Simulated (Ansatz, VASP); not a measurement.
# SiC (void in SiC) in two plane-wave programs

One calculation is typed for both programs; each brings its own data sets. How far apart do they land? Of the first pair: The structure shown is the start of the Ansatz relaxation below; VASP solves that cell, so the two are compared at the walk's first step.

Program: Ansatz 0.2.0. Level of theory: plane waves, with VASP 6.6.1 beside it; single point at LDA. Results are calculated unless marked as measured.

### Step 1. The starting structure

The cell holds 68 atoms: 34 Si and 34 C. Its edges and angles: a = 9.093 Å, b = 9.090 Å, c = 9.880 Å, α = 88.9°, β = 91.0°, γ = 120.3°. It derives from SiC (wurtzite), repeated 3×3×2. Wurtzite SiC (a = 3.076 A, c = 5.048 A), 3 x 3 x 2 conventional cells, the 2 Si, 2 C nearest the centre removed; (so at first; earlier steps may have moved the atoms), displaced by a Gaussian of 0.02 A. Nearest the centre at fractional (0.525, 0.519, 0.507): C66 at 2.38 Å, C49 at 2.47 Å, Si30 at 2.48 Å, Si19 at 2.50 Å, Si22 at 2.56 Å, Si18 at 2.60 Å, C52 at 2.67 Å, C68 at 3.13 Å.

### Step 2. Ansatz: relaxation, LDA

Ansatz runs on its PAW soft_1 files.

The two programs are compared at the cell with which this relaxation starts, whose forces are those of its first step.

Contents of input.yaml:

```yaml
crystal:
  lattice:
    - [9.09259, -0.02488, -0.08032]
    - [-4.56785, 7.85867, 0.08672]
    - [-0.08787, 0.05882, 9.87952]
  atoms:
    - { symbol: Si, position: [0.00076, 0.99833, 0.00581] }
    - { symbol: C, position: [0.11184, 0.22181, 0.0635] }
    - { symbol: Si, position: [0.11424, 0.21989, 0.25411] }
    - { symbol: C, position: [0.00339, 0.99436, 0.30659] }
    - { symbol: Si, position: [0.00883, 0.98684, 0.48897] }
    - { symbol: C, position: [0.02166, 0.16189, 0.57889], spin: 0.6 }
    - { symbol: Si, position: [0.09895, 0.21547, 0.75326] }
    - { symbol: C, position: [0.00245, 0.99718, 0.82107] }
    - { symbol: Si, position: [0.99936, 0.33293, 0.00389] }
    - { symbol: C, position: [0.11325, 0.55587, 0.06502] }
    - { symbol: Si, position: [0.11641, 0.55258, 0.25554] }
    - { symbol: C, position: [0.00166, 0.32893, 0.31345] }
    - { symbol: Si, position: [0.99002, 0.32672, 0.50053] }
    - { symbol: C, position: [0.11268, 0.54637, 0.56583] }
    - { symbol: Si, position: [0.10903, 0.55349, 0.75343] }
    - { symbol: C, position: [0.99578, 0.33269, 0.81636] }
    - { symbol: Si, position: [0.00031, 0.66484, 0.00014] }
    - { symbol: C, position: [0.11294, 0.8851, 0.0624] }
    - { symbol: Si, position: [0.11411, 0.88354, 0.24936] }
    - { symbol: C, position: [0.00128, 0.66047, 0.31439] }
    - { symbol: Si, position: [0.00476, 0.65888, 0.50156] }
    - { symbol: C, position: [0.11325, 0.87958, 0.56323] }
    - { symbol: Si, position: [0.11129, 0.8899, 0.75218] }
    - { symbol: C, position: [0.9986, 0.66558, 0.80983] }
    - { symbol: Si, position: [0.33477, 0.99963, 0.99988] }
    - { symbol: C, position: [0.44506, 0.22233, 0.0567] }
    - { symbol: Si, position: [0.44607, 0.21884, 0.24828] }
    - { symbol: C, position: [0.33643, 0.99486, 0.31044] }
    - { symbol: Si, position: [0.33743, 0.9995, 0.497] }
    - { symbol: C, position: [0.446, 0.22001, 0.55638], spin: 0.6 }
    - { symbol: Si, position: [0.43818, 0.22682, 0.74223] }
    - { symbol: C, position: [0.33436, 0.00471, 0.81018] }
    - { symbol: Si, position: [0.33264, 0.33567, 0.99577] }
    - { symbol: C, position: [0.44498, 0.55513, 0.06032] }
    - { symbol: Si, position: [0.45344, 0.55366, 0.25739] }
    - { symbol: C, position: [0.33773, 0.32711, 0.30072], spin: 0.6 }
    - { symbol: Si, position: [0.43507, 0.56475, 0.73279], spin: 0.6 }
    - { symbol: C, position: [0.32805, 0.33905, 0.79961] }
    - { symbol: Si, position: [0.33418, 0.66665, 0.00164] }
    - { symbol: C, position: [0.44463, 0.88672, 0.06449] }
    - { symbol: Si, position: [0.44685, 0.88302, 0.25431] }
    - { symbol: C, position: [0.33941, 0.65982, 0.32191] }
    - { symbol: Si, position: [0.34365, 0.66003, 0.51476], spin: 0.6 }
    - { symbol: C, position: [0.4509, 0.88931, 0.56411] }
    - { symbol: Si, position: [0.44545, 0.89405, 0.75191] }
    - { symbol: C, position: [0.33122, 0.671, 0.81381] }
    - { symbol: Si, position: [0.66705, 0.00102, 0.00269] }
    - { symbol: C, position: [0.77696, 0.22357, 0.06202] }
    - { symbol: Si, position: [0.77948, 0.22157, 0.25015] }
    - { symbol: C, position: [0.67046, 0.99946, 0.31308] }
    - { symbol: Si, position: [0.67218, 0.01347, 0.50023] }
    - { symbol: C, position: [0.77017, 0.23717, 0.56099] }
    - { symbol: Si, position: [0.77399, 0.226, 0.74978] }
    - { symbol: C, position: [0.66627, 0.00418, 0.81522] }
    - { symbol: Si, position: [0.66641, 0.33507, 0.9972] }
    - { symbol: C, position: [0.77881, 0.55632, 0.05714] }
    - { symbol: Si, position: [0.77756, 0.55731, 0.24821] }
    - { symbol: C, position: [0.6698, 0.33371, 0.30791] }
    - { symbol: Si, position: [0.65907, 0.33985, 0.49279] }
    - { symbol: Si, position: [0.77757, 0.5592, 0.746], spin: 0.6 }
    - { symbol: C, position: [0.66217, 0.33707, 0.80587] }
    - { symbol: Si, position: [0.66548, 0.66776, 0.99595] }
    - { symbol: C, position: [0.77777, 0.88885, 0.06167] }
    - { symbol: Si, position: [0.77598, 0.88129, 0.25403] }
    - { symbol: C, position: [0.6721, 0.66377, 0.30724], spin: 0.6 }
    - { symbol: C, position: [0.83715, 0.98095, 0.57883], spin: 0.6 }
    - { symbol: Si, position: [0.78467, 0.90235, 0.75251] }
    - { symbol: C, position: [0.6634, 0.67111, 0.79389] }
magnetization:
  spin_polarized: true
kpoints:
  mp_grid: { grid: [2, 2, 1] }
hamiltonian:
  xc: lda
  pseudopotentials: { kind: paw, azcp: { folder: soft_1 }, xc_functional: pbe }
scf:
  occupations: { method: fermi_dirac, width: 0.05 }
  lower_state_search: "off"
output:
  forces: true
  eigenvalues: true
  stress: true
relax:
  f_tol: 0.05
  max_steps: 70
```

The run is started by

```bash
ansatz run input.yaml --threads 4 --pin off --max-ram 8192MiB --backend cpu --events-out ev --progress --plain --runs-dir out
```

Numbers of over 12 decimals in the logs are rounded to 6 here.

What it wrote:

```text
Warning: output.stress: scf.convergence.dr2_threshold = 1e-7 eV (the SCF's general default) is looser than the 6.8e-9 eV advised for a printed stress (1e-10 eV for each atom of the cell: 68). What an SCF threshold leaves in a stress goes as its square root, and in the free energy as the threshold itself, and one threshold admits the most on a small cell: [figures from the program's tests cut] Every solve of this run  [...]
Engine: ansatz 0.2.0, x86_64-unknown-linux-gnu
Pseudopotentials: kind: paw
Pseudopotential: Si, paw, valence charge 4, recommended cutoff 420 eV (normal), soft_1/Si.paw.azcp
Pseudopotential: C, paw, valence charge 4, recommended cutoff 420 eV (normal), soft_1/C.paw.azcp
Functional definition: SPW92
  exchange = slater_x
  correlation = pw_c
Crystal: 68 atoms, lattice volume = 704.745 Å³
Basis set: ecut = 420 eV, 13785 PW (Γ)
Bands: 207, of which v1, the nominal top of the filled ones, is band 136 counted from 1 (135 counted from 0)
Symmetry: 1 space group operations
Space group: P1 (ITA 1), of the structure as read, at distance tolerance 8.9e-5 Å
Magnetic group: BNS 1.1 (UNI 1), of the structure as read, at distance tolerance 8.9e-5 Å
k-points: 4
Non-local potential: Si, projectors of the file, l = 0: 2, l = 1: 2, l = 2: 1
Non-local potential: C, projectors of the file, l = 0: 2, l = 1: 2, l = 2: 1
PAW form: soft (Blöchl's): semilocal exchange-correlation on the pseudo side does not see the compensation charge
PAW frozen core: Si, regenerated for the run's functional, and the local potential with it (the file was generated under x = pbe(κ = 0.804, μ = 0.219515), c = pbe(β = 0.066725))
PAW frozen core: C, regenerated for the run's functional, and the local potential with it (the file was generated under x = pbe(κ = 0.804, μ = 0.219515), c = pbe(β = 0.066725))
PAW one-centre angular grid: Si, 110 points (default); XC on 64 Gauss nodes
PAW one-centre angular grid: C, 110 points (default); XC on 64 Gauss nodes
Initial density: superposition of atomic densities (chi_scale 0.1, normalization cell)
Starting moments: Σ|m| = 4.8 μB on 8 of 68 sites
Initial wavefunctions: pseudopotential atomic-orbital guess
Functional: x = slater, c = lda
SCF iter   1: F=—  HF=-29031.122115 eV  |F-HF|=—  |Δ(HF+E_count)|=         —  Δρ=8.14e-2 (↑7.70e-2 ↓8.14e-2)  dr2=2.26e2  dr2_m=5.02e-1  M=0.313 μB ∫|m|=1.083 μB  β_m=0.30  ethr=3.10e-3  ⟨swp⟩=6.4  Hψ=8315  notcnv=0  defer=307
preconditioner: auto → Kerker (q_TF=auto, 2.328 Å⁻¹)  [metal: Δε(μ)=0.059 eV  Ē_g=13.043 eV  σ=0.050 eV  W_gap=0.28  n_scr=144 (ndim 8)  ℏωp=23.1 eV  f_vac=0.000  D(μ)=4.53/eV (n_scr^D=20)]
spin=Collinear: Kerker preconditioning applied to the charge; magnetization (m = ρ↑ − ρ↓) channel mixes plain (no charge-response kernel on spin).
SCF iter   2: F=—  HF=-28988.048450 eV  |F-HF|=—  |Δ(HF+E_count)|=    4.31e1  Δρ=4.93e-2 (↑4.67e-2 ↓4.93e-2)  dr2=8.15e1  dr2_m=2.47e-1  M=0.352 μB ∫|m|=0.858 μB  β_m=0.30  ethr=3.10e-3  ⟨swp⟩=3.0  Hψ=3066  notcnv=0  defer=519
SCF iter   3: F=—  HF=-28963.740059 eV  |F-HF|=—  |Δ(HF+E_count)|=    2.43e1  Δρ=1.68e-2 (↑1.59e-2 ↓1.68e-2)  dr2=6.65e0  dr2_m=1.16e-1  M=0.724 μB ∫|m|=0.996 μB  β_m=0.30  ethr=3.10e-3  ⟨swp⟩=4.4  Hψ=2622  notcnv=0  defer=519
SCF iter   4: F=—  HF=-28962.631581 eV  |F-HF|=—  |Δ(HF+E_count)|=    1.11e0  Δρ=1.13e-2 (↑1.13e-2 ↓1.11e-2)  dr2=2.83e0  dr2_m=7.62e-2  M=0.417 μB ∫|m|=0.691 μB  β_m=0.30  ethr=2.44e-3  ⟨swp⟩=2.2  Hψ=1950  notcnv=0  defer=510
SCF iter   5: F=—  HF=-28961.956950 eV  |F-HF|=—  |Δ(HF+E_count)|=   6.75e-1  Δρ=3.63e-3 (↑3.63e-3 ↓3.49e-3)  dr2=4.61e-1  dr2_m=4.39e-2  M=0.353 μB ∫|m|=0.573 μB  β_m=0.30  ethr=1.04e-3  ⟨swp⟩=3.8  Hψ=2304  notcnv=0  defer=510
SCF iter   6: F=—  HF=-28961.927057 eV  |F-HF|=—  |Δ(HF+E_count)|=   2.99e-2  Δρ=2.69e-3 (↑2.69e-3 ↓2.57e-3)  dr2=2.01e-1  dr2_m=2.17e-2  M=0.441 μB ∫|m|=0.580 μB  β_m=0.30  ethr=1.70e-4  ⟨swp⟩=2.0  Hψ=1475  notcnv=0  defer=510
[...]
k-point 3 ↓: bands = [... 132 lower, 8.7194, 8.9086, 8.9715, 9.5170, 9.8304, 11.1951, 11.8424, 12.2421, ... 67 higher]
--- Relaxed structure (4 steps of the walk, 4 accepted, 0 SCFs on fresh bases) ---
  F+E_penalty+E_count = -28961.96090726 eV   max|allowed force component| = 1.766e-2 eV/Å
  atoms:
    - { symbol: Si, position: [0.00067039, 0.998147, 0.00677121] }
    - { symbol: C, position: [0.112902, 0.222142, 0.064757] }
    - { symbol: Si, position: [0.114963, 0.219660, 0.255874] }
    - { symbol: C, position: [0.00326795, 0.993540, 0.305992] }
    - { symbol: Si, position: [0.00833457, 0.985440, 0.488358] }
    - { symbol: C, position: [0.022546, 0.162062, 0.578229] }
    - { symbol: Si, position: [0.098954, 0.215726, 0.753147] }
    - { symbol: C, position: [0.00231778, 0.997229, 0.821471] }
    - { symbol: Si, position: [0.999653, 0.332813, 0.00443727] }
    - { symbol: C, position: [0.113384, 0.555910, 0.065141] }
    - { symbol: Si, position: [0.116765, 0.552450, 0.255756] }
    - { symbol: C, position: [0.00191749, 0.328636, 0.313423] }
    - { symbol: Si, position: [0.989951, 0.326928, 0.500397] }
    - { symbol: C, position: [0.113036, 0.546355, 0.565768] }
    - { symbol: Si, position: [0.109314, 0.553414, 0.753512] }
    - { symbol: C, position: [0.995499, 0.332454, 0.816584] }
    - { symbol: Si, position: [-2.719698001207945e-5, 0.664386, -0.000485149] }
    - { symbol: C, position: [0.113126, 0.884653, 0.062007] }
    - { symbol: Si, position: [0.114051, 0.882618, 0.249230] }
    - { symbol: C, position: [0.00101866, 0.659695, 0.314791] }
    - { symbol: Si, position: [0.00229712, 0.657289, 0.502444] }
    - { symbol: C, position: [0.113126, 0.878980, 0.563359] }
    - { symbol: Si, position: [0.111040, 0.890064, 0.752237] }
    - { symbol: C, position: [0.998106, 0.665143, 0.809056] }
    - { symbol: Si, position: [0.334961, 0.999860, 0.999552] }
    - { symbol: C, position: [0.444882, 0.222610, 0.056900] }
    - { symbol: Si, position: [0.446725, 0.218362, 0.248586] }
    - { symbol: C, position: [0.336564, 0.994119, 0.310091] }
    - { symbol: Si, position: [0.337392, 0.999907, 0.496553] }
    - { symbol: C, position: [0.443184, 0.224723, 0.552256] }
    - { symbol: Si, position: [0.437081, 0.228167, 0.740580] }
    - { symbol: C, position: [0.334822, 0.00599252, 0.809231] }
    - { symbol: Si, position: [0.332901, 0.336138, 0.995494] }
    - { symbol: C, position: [0.445543, 0.554617, 0.062180] }
    - { symbol: Si, position: [0.455206, 0.553258, 0.260261] }
    - { symbol: C, position: [0.338725, 0.325710, 0.307294] }
    - { symbol: Si, position: [0.435233, 0.565066, 0.730019] }
    - { symbol: C, position: [0.328002, 0.340317, 0.799416] }
    - { symbol: Si, position: [0.334599, 0.666121, 0.00196851] }
    - { symbol: C, position: [0.444509, 0.886549, 0.064334] }
    - { symbol: Si, position: [0.446924, 0.882150, 0.254240] }
    - { symbol: C, position: [0.339775, 0.659083, 0.322516] }
    - { symbol: Si, position: [0.344496, 0.659359, 0.514997] }
    - { symbol: C, position: [0.450791, 0.889582, 0.563938] }
    - { symbol: Si, position: [0.445455, 0.894292, 0.751863] }
    - { symbol: C, position: [0.331874, 0.670973, 0.813744] }
    - { symbol: Si, position: [0.667120, 0.000692012, 0.00293951] }
    - { symbol: C, position: [0.776754, 0.223643, 0.061642] }
    - { symbol: Si, position: [0.779681, 0.221545, 0.249953] }
    - { symbol: C, position: [0.670592, 0.999210, 0.312757] }
    - { symbol: Si, position: [0.671789, 0.013880, 0.499821] }
    - { symbol: C, position: [0.768935, 0.238189, 0.560575] }
    - { symbol: Si, position: [0.773623, 0.225974, 0.749460] }
    - { symbol: C, position: [0.666267, 0.00414947, 0.815246] }
    - { symbol: Si, position: [0.666293, 0.335476, 0.996327] }
    - { symbol: C, position: [0.778562, 0.556633, 0.056941] }
    - { symbol: Si, position: [0.777373, 0.557970, 0.248304] }
    - { symbol: C, position: [0.670705, 0.334181, 0.307571] }
    - { symbol: Si, position: [0.660518, 0.345379, 0.492519] }
    - { symbol: Si, position: [0.777860, 0.559500, 0.741855] }
    - { symbol: C, position: [0.661469, 0.337501, 0.804227] }
    - { symbol: Si, position: [0.665177, 0.667272, 0.994517] }
    - { symbol: C, position: [0.777124, 0.887627, 0.062217] }
    - { symbol: Si, position: [0.775008, 0.879320, 0.255229] }
    - { symbol: C, position: [0.673027, 0.663076, 0.314299] }
    - { symbol: C, position: [0.836691, 0.980441, 0.578234] }
    - { symbol: Si, position: [0.784322, 0.902083, 0.752225] }
    - { symbol: C, position: [0.663098, 0.670531, 0.792240] }
```

The column dr2 measures how far the density is from self-consistency, as an energy; F and HF (Harris–Foulkes) agree once it is small.

(Part 1 of 3 ends here.)

[Lines on the potential files, build, host, timing and source positions are cut from VASP's logs without a mark.]

[Logs are printed without paths, hosts, clocks, repeated set-up lines and the standing remarks that a program may print on its own settings, such as how far it seeks lower states.]

[Hosts, paths, dates, database ids (printed as entryN), source tags and the programs' standing remarks are cut or masked in the printed files.]
